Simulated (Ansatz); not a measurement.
Here is an Ansatz 0.2.0 calculation.

input.yaml

```yaml
crystal:
  lattice:
    - [3.9998, 0.0, 0.0]
    - [0.0, 3.9998, 0.0]
    - [0.0, 0.0, 4.018]
  atoms:
    - { symbol: Ba, position: [0.0, 0.0, 0.0] }
    - { symbol: Ti, position: [0.5, 0.5, 0.49] }
    - { symbol: O, position: [0.0, 0.5, 0.517] }
    - { symbol: O, position: [0.5, 0.0, 0.517] }
    - { symbol: O, position: [0.5, 0.5, 0.019] }
hamiltonian:
  xc: r2scan
  pseudopotentials: { kind: paw }
  hubbard: { sites: [{ species: Ti, l: d, u_eff: 1.0 }] }
kpoints:
  mp_grid: { grid: [7, 7, 7] }
scf:
  occupations: { method: fermi_dirac, width: 0.05 }
output:
  forces: true
  stress: true
  write_density: true
  write_potential: true
  elf: true
  volumetric_format: npy
relax:
  f_tol: 0.01
  max_steps: 40
  cell: { stress_tol: 0.05 }
```

Potentials or basis: Ansatz PAW.

Run with:

```bash
$ ansatz run input.yaml --threads 2 --pin off --max-ram 5120MiB --backend cpu --events-out ev --progress --plain --runs-dir out
```

Predict the band gap on the k mesh.

2.44 eV, indirect (least direct gap 2.78 eV).

What does it give for the relaxed volume?

12.97 Å³/atom.

Estimate the relaxed cell.

a = 3.978 Å, b = 3.978 Å, c = 4.098 Å, α = 90.00°, β = 90.00°, γ = 90.00°.

What does it give for the space group after relaxing (to 0.05 Å)?

P4mm (No. 99).

Final structure:
```
Ba Ti O
1.0
     3.97779    0.00000    0.00000
     0.00000    3.97779    0.00000
     0.00000    0.00000    4.09764
Ba Ti O
1 1 3
Direct
  0.00000 0.00000 0.99679
  0.50000 0.50000 0.47972
  0.00000 0.50000 0.51700
  0.50000 0.00000 0.51700
  0.50000 0.50000 0.03249
```

Caveat: odd divisions of the mesh miss points on the zone boundary, where band edges often lie, so the gap on the mesh can be too wide; the plane-wave basis is chosen anew once the cell has moved, so the energies of steps on either side of that aren't comparable; spin-orbit coupling is left out, which moves the levels of the heavy elements; the PAW data sets come from PBE, with cores solved anew for the run's functional, which leaves a small shift of forces and pressure. A k mesh can miss the band edges.
